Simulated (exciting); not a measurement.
# Ta (Im-3m) in exciting: further runs

One crystal, Ta, is run at these levels: PBEsol, RPBE, revPBE, BLYP; tasks: band structure.

Program: exciting (release sodium). These are calculated values, not measurements. Logs are shortened: lines on timing, memory, paths and dates and some standing lists are left out, and cuts for length are marked.

## (1) The crystal as given

Symmetry: Im-3m, No. 229, cubic system. The conventional cell has a = 3.303 Å, b = 3.303 Å, c = 3.303 Å, α = 90.00°, β = 90.00°, γ = 90.00°. Around Ta (site symmetry m-3m) lie 8 Ta at 2.86 Å.

## (2) Band structure, PBEsol, spin-orbit coupling, no magnetisation

The input, input.xml:

```xml
<input>
  <title>Ta</title>
  <structure speciespath="./" tshift="false">
    <crystal scale="1">
      <basevect>-3.120466955072 3.120466955072 3.120466955072</basevect>
      <basevect>3.120466955072 -3.120466955072 3.120466955072</basevect>
      <basevect>3.120466955072 3.120466955072 -3.120466955072</basevect>
    </crystal>
    <species speciesfile="Ta.xml" rmt="2.3">
      <atom coord="0.000000000000 0.000000000000 0.000000000000"/>
    </species>
  </structure>
  <groundstate do="fromscratch" ngridk="8 8 8" rgkmax="9" gmaxvr="14" lmaxapw="10" lmaxmat="10" lmaxvr="8" xctype="GGA_PBE_SOL" stype="Fermi Dirac" swidth="0.00183747" nempty="20" ValenceRelativity="iora*" epsengy="1e-05" epspot="1e-05" maxscl="60" outputlevel="normal">
    <spin spinorb="true"/>
  </groundstate>
  <properties>
    <bandstructure>
      <plot1d>
        <path steps="80">
          <point coord="0 0 0" label="G"/>
          <point coord="0.5 -0.5 0.5" label="H"/>
          <point coord="0 0 0.5" label="N"/>
          <point coord="0 0 0" label="G"/>
          <point coord="0.25 0.25 0.25" label="P"/>
          <point coord="0.5 -0.5 0.5" label="H" breakafter="true"/>
          <point coord="0.25 0.25 0.25" label="P"/>
          <point coord="0 0 0.5" label="N"/>
        </path>
      </plot1d>
    </bandstructure>
    <chargedensityplot>
      <plot3d>
        <box grid="15 15 15">
          <origin coord="0 0 0"/>
          <point coord="1 0 0"/>
          <point coord="0 1 0"/>
          <point coord="0 0 1"/>
        </box>
      </plot3d>
    </chargedensityplot>
    <elfplot>
      <plot3d>
        <box grid="15 15 15">
          <origin coord="0 0 0"/>
          <point coord="1 0 0"/>
          <point coord="0 1 0"/>
          <point coord="0 0 1"/>
        </box>
      </plot3d>
    </elfplot>
    <exccplot>
      <plot3d>
        <box grid="15 15 15">
          <origin coord="0 0 0"/>
          <point coord="1 0 0"/>
          <point coord="0 1 0"/>
          <point coord="0 0 1"/>
        </box>
      </plot3d>
    </exccplot>
  </properties>
</input>
```

Potentials or basis: all-electron LAPW+lo, shipped species files, valence relativity iora*.

Run with:

```bash
$ OMP_NUM_THREADS=1 exciting_smp
```

INFO.OUT:

```text
================================================================================
EXCITING SODIUM started
[... 10 lines left out ...]

 Lattice vectors (cartesian) :
     -3.1204669551      3.1204669551      3.1204669551
      3.1204669551     -3.1204669551      3.1204669551
      3.1204669551      3.1204669551     -3.1204669551

 Reciprocal lattice vectors (cartesian) :
     -0.0000000000      1.0067700440      1.0067700440
      1.0067700440     -0.0000000000      1.0067700440
      1.0067700440      1.0067700440     -0.0000000000

 Unit cell volume                           :     121.5398664935
 Brillouin zone volume                      :       2.0408958854

 Species :    1 (Ta)
     parameters loaded from                 :    Ta.xml
     name                                   :    tantalum
     nuclear charge                         :     -73.00000000
     electronic charge                      :      73.00000000
     atomic mass                            :  329847.84330000
     muffin-tin radius                      :       2.30000000
     # of radial points in muffin-tin       :     450

     atomic positions (lattice) :
       1 :   0.00000000  0.00000000  0.00000000

 Total number of atoms per unit cell        :       1

 Spin treatment                             :    spin-polarised
 Spin-orbit coupling is included
 Global magnetic field (cartesian) :        0.00000000   0.00000000   0.00000000
 non-collinear magnetisation

 Number of Bravais lattice symmetries       :      48
 Number of crystal symmetries               :      48

 k-point grid                               :       8    8    8
 Total number of k-points                   :      29
 k-point set is reduced with crystal symmetries

 R^MT_min * |G+k|_max (rgkmax)              :       9.00000000
 Species with R^MT_min                      :       1 (Ta)
 Maximum |G+k| for APW functions            :       3.91304348
 Maximum |G| for potential and density      :      14.00000000

 G-vector grid sizes                        :      25    25    25
 Total number of G-vectors                  :    5481

 Maximum angular momentum used for
     APW functions                          :      10
     computing H and O matrix elements      :      10
     potential and density                  :       8
     inner part of muffin-tin               :       2

 Total nuclear charge                       :     -73.00000000
 Total electronic charge                    :      73.00000000
 Total core charge                          :      46.00000000
 Total valence charge                       :      27.00000000

 Number of empty states                     :      20
 Total number of valence states             :      68

 Maximum Hamiltonian size                   :     167
 Maximum number of plane-waves              :     140
 Total number of local-orbitals             :      27

 Exchange-correlation type                  :      22
     PBEsol, Phys. Rev. Lett. 100, 136406 (2008)
     Generalised gradient approximation (GGA)

[... 20 lines left out ...]
+ SCF iteration number :    1                                                  +
++++++++++++++++++++++++++++++++++++++++++++++++++++++++++++++++++++++++++++++++
 Total energy                               :    -15607.76334559
 _______________________________________________________________
 Fermi energy                               :         0.48022130
 Kinetic energy                             :     17543.43794467
 Coulomb energy                             :    -32838.51457443
 Exchange energy                            :      -307.73578786
 Correlation energy                         :        -4.95092796
 No external B-field energy in total energy

 DOS at Fermi energy (states/Ha/cell)       :        22.20714115

 Electron charges :
     core                                   :        46.00000000
     core leakage                           :         0.00000948
     valence                                :        27.00000000
     interstitial                           :         2.86897145
     charge in muffin-tin spheres :
                  atom     1    Ta          :        70.13102855
     total charge in muffin-tins            :        70.13102855
     total charge                           :        73.00000000

 Moments :
     interstitial                 :     0.00000000     0.00000000     0.00000000
     moment in muffin-tin spheres :
         atom     1    Ta         :    -0.00000000    -0.00000000    -0.00000000
     total moment in muffin-tins  :    -0.00000000    -0.00000000    -0.00000000
     total moment                 :    -0.00000000    -0.00000000    -0.00000000
[... 295 lines left out ...]
 Electron charges :
     core                                   :        46.00000000
     core leakage                           :         0.00000904
     valence                                :        27.00000000
     interstitial                           :         2.76360531
     charge in muffin-tin spheres :
                  atom     1    Ta          :        70.23639469
     total charge in muffin-tins            :        70.23639469
     total charge                           :        73.00000000

 Moments :
     interstitial                 :    -0.00000000    -0.00000000    -0.00000000
     moment in muffin-tin spheres :
         atom     1    Ta         :    -0.00000000    -0.00000000    -0.00000000
     total moment in muffin-tins  :    -0.00000000    -0.00000000    -0.00000000
     total moment                 :    -0.00000000    -0.00000000    -0.00000000

 RMS change in effective potential (target) :  0.381815E-05  ( 0.100000E-04)
 Absolute change in total energy   (target) :  0.344386E-04  ( 0.100000E-04)
 Charge distance                   (target) :  0.957570E-08  ( 0.100000E-04)

++++++++++++++++++++++++++++++++++++++++++++++++++++++++++++++++++++++++++++++++
[... 19 further cycles ...]
+ SCF iteration number :   30                                                  +
++++++++++++++++++++++++++++++++++++++++++++++++++++++++++++++++++++++++++++++++
 Total energy                               :    -15621.50001022
 _______________________________________________________________
 Fermi energy                               :         0.47156475
 Kinetic energy                             :     17534.82762470
 Coulomb energy                             :    -32843.39300251
 Exchange energy                            :      -307.98161141
 Correlation energy                         :        -4.95302099
 No external B-field energy in total energy

 DOS at Fermi energy (states/Ha/cell)       :        21.24010027

 Electron charges :
     core                                   :        46.00000000
     core leakage                           :         0.00000904
     valence                                :        27.00000000
     interstitial                           :         2.76360584
     charge in muffin-tin spheres :
                  atom     1    Ta          :        70.23639416
     total charge in muffin-tins            :        70.23639416
     total charge                           :        73.00000000

 Moments :
     interstitial                 :     0.00000000    -0.00000000    -0.00000000
     moment in muffin-tin spheres :
         atom     1    Ta         :    -0.00000000    -0.00000000    -0.00000000
     total moment in muffin-tins  :    -0.00000000    -0.00000000    -0.00000000
     total moment                 :     0.00000000    -0.00000000    -0.00000000

 RMS change in effective potential (target) :  0.145812E-05  ( 0.100000E-04)
 Absolute change in total energy   (target) :  0.751576E-04  ( 0.100000E-04)
 Charge distance                   (target) :  0.139715E-07  ( 0.100000E-04)
[... 295 lines left out ...]
 Electron charges :
     core                                   :        46.00000000
     core leakage                           :         0.00000904
     valence                                :        27.00000000
     interstitial                           :         2.76360588
     charge in muffin-tin spheres :
                  atom     1    Ta          :        70.23639412
     total charge in muffin-tins            :        70.23639412
     total charge                           :        73.00000000

 Moments :
     interstitial                 :    -0.00000000    -0.00000000     0.00000000
     moment in muffin-tin spheres :
         atom     1    Ta         :    -0.00000000    -0.00000000    -0.00000000
     total moment in muffin-tins  :    -0.00000000    -0.00000000    -0.00000000
     total moment                 :    -0.00000000    -0.00000000    -0.00000000

 RMS change in effective potential (target) :  0.405486E-06  ( 0.100000E-04)
 Absolute change in total energy   (target) :  0.577127E-05  ( 0.100000E-04)
 Charge distance                   (target) :  0.271005E-08  ( 0.100000E-04)

++++++++++++++++++++++++++++++++++++++++++++++++++++++++++++++++++++++++++++++++
| Convergency criteria checked for the last 2 iterations                       +
| Convergence targets achieved. Performing final SCF iteration                 +
++++++++++++++++++++++++++++++++++++++++++++++++++++++++++++++++++++++++++++++++
 Total energy                               :    -15621.49996801
 _______________________________________________________________
 Fermi energy                               :         0.47156476
 Kinetic energy                             :     17534.82764130
 Coulomb energy                             :    -32843.39297779
 Exchange energy                            :      -307.98161053
 Correlation energy                         :        -4.95302098
 No external B-field energy in total energy

 DOS at Fermi energy (states/Ha/cell)       :        21.24009447

 Electron charges :
     core                                   :        46.00000000
     core leakage                           :         0.00000904
     valence                                :        27.00000000
     interstitial                           :         2.76360580
     charge in muffin-tin spheres :
                  atom     1    Ta          :        70.23639420
     total charge in muffin-tins            :        70.23639420
     total charge                           :        73.00000000

 Moments :
     interstitial                 :     0.00000000    -0.00000000    -0.00000000
     moment in muffin-tin spheres :
         atom     1    Ta         :    -0.00000000    -0.00000000    -0.00000000
     total moment in muffin-tins  :    -0.00000000    -0.00000000    -0.00000000
     total moment                 :     0.00000000    -0.00000000    -0.00000000

++++++++++++++++++++++++++++++++++++++++++++++++++++++++++++++++++++++++++++++++
[... 12 lines left out ...]
| EXCITING SODIUM stopped                                                      =
================================================================================
```

Run time: 3.2 min. Hardware: 1 thread of Arm Neoverse V1, shared host; peak memory 0.12 GiB.

Results:

```
Band gap on the k mesh                            : none (metal or under the smearing width)
All electrons inside the program's atomic spheres : Ta 70.24 (radii Ta 2.3 bohr)
```

Levels at the corners of the path, in eV from the Fermi level:
| point | band 24 | band 25 | band 26 | band 27 | band 28 | band 29 |
| --- | --- | --- | --- | --- | --- | --- |
| Γ | -7.89 | 0.57 | 0.57 | 0.57 | 0.57 | 0.99 |
| H | -3.80 | -3.80 | -3.80 | 6.66 | 6.66 | 6.66 |
| N | -4.37 | -1.55 | -1.55 | 1.69 | 1.69 | 3.87 |
| Γ | -7.89 | 0.57 | 0.57 | 0.57 | 0.57 | 0.99 |
| P | -1.55 | -1.02 | -1.02 | -1.02 | -1.02 | 5.09 |
| H | -3.80 | -3.80 | -3.80 | 6.66 | 6.66 | 6.66 |
| P | -1.55 | -1.02 | -1.02 | -1.02 | -1.02 | 5.09 |
| N | -4.37 | -1.55 | -1.55 | 1.69 | 1.69 | 3.87 |

Caveat: total energies with spin-orbit coupling aren't reliable in this program, so none is listed and the log's shouldn't be used.

## (3) Band structure, RPBE

input.xml: that of step 2 with these lines changed.

```diff
@@ -12,4 +12,4 @@
   </structure>
-  <groundstate do="fromscratch" ngridk="8 8 8" rgkmax="9" gmaxvr="14" lmaxapw="10" lmaxmat="10" lmaxvr="8" xctype="GGA_PBE_SOL" stype="Fermi Dirac" swidth="0.00183747" nempty="20" ValenceRelativity="iora*" epsengy="1e-05" epspot="1e-05" maxscl="60" outputlevel="normal">
-    <spin spinorb="true"/>
+  <groundstate do="fromscratch" ngridk="11 11 11" rgkmax="9" gmaxvr="14" lmaxapw="10" lmaxmat="10" lmaxvr="8" stype="Fermi Dirac" swidth="0.00183747" nempty="12" ValenceRelativity="iora*" epsengy="1e-05" epspot="1e-05" maxscl="60" outputlevel="high">
+    <libxc exchange="XC_GGA_X_RPBE" correlation="XC_GGA_C_PBE"/>
   </groundstate>
```

Potentials or basis: all-electron LAPW+lo, shipped species files, valence relativity iora*.

Run with:

```bash
$ OMP_NUM_THREADS=1 exciting_smp
```

Run time: 51 s. Hardware: 1 thread of Arm Neoverse V1, shared host; peak memory 0.1 GiB.

It converged, with:

* Free energy: -425220.8555 eV
* Band gap on the k mesh: none (metal or under the smearing width)
* All electrons inside the program's atomic spheres: Ta 70.22 (radii Ta 2.3 bohr)

Levels at the corners of the path, in eV from the Fermi level:
```tsv
point	band 9	band 10	band 11	band 12	band 13	band 14	band 15	band 16	band 17	band 18
Γ	-18.86	-18.86	-18.81	-7.91	0.75	0.75	0.75	4.03	4.03	14.60
H	-18.84	-18.84	-18.84	-3.80	-3.80	6.86	6.86	6.86	8.61	8.61
N	-18.86	-18.85	-18.84	-4.37	-1.53	1.57	3.92	4.95	7.83	11.71
Γ	-18.86	-18.86	-18.81	-7.91	0.75	0.75	0.75	4.03	4.03	14.60
P	-18.87	-18.87	-18.87	-1.23	-1.23	-1.23	5.12	5.12	7.12	12.83
H	-18.84	-18.84	-18.84	-3.80	-3.80	6.86	6.86	6.86	8.61	8.61
P	-18.87	-18.87	-18.87	-1.23	-1.23	-1.23	5.12	5.12	7.12	12.83
N	-18.86	-18.85	-18.84	-4.37	-1.53	1.57	3.92	4.95	7.83	11.71
```

Caveat: the log's total energy holds no entropy term; the free energy is that total less TS from the occupations; spin-orbit coupling is left out, which moves the levels of the heavy elements.

(Part 1 of 2 ends here.)
